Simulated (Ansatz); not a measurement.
A crystal relaxed with r2SCAN in the plane-wave code Ansatz has space group F-43m (No. 216) and a = 6.024 Å.

```csv
atom,site,x,y,z
Xx,4d,0.2500,0.2500,0.7500
I,4a,0.0000,0.0000,0.0000
```

The r2SCAN gap is direct at Γ: 1.67 eV. HSE06 gives a direct gap of 2.67 eV at Γ. Meshes: r2SCAN 8×8×8, HSE06 6×6×6. r2SCAN's ε∞ is 5.7 in all directions.

Question: Which element is Xx?
A. Li
B. Au
C. Ag
D. Cu

Answer: D. Xx is Cu: CuI (started from an entry of an open crystallographic database). Cu has 4 I at 2.61 Å; I has 4 Cu at 2.61 Å.

Spin-unpolarised throughout; all numbers are computed.

Spin-orbit coupling is left out, which matters wherever the heavy atoms make up the band edges.

The meshes of the hybrids are coarse, so their gaps aren't converged to the digits shown.
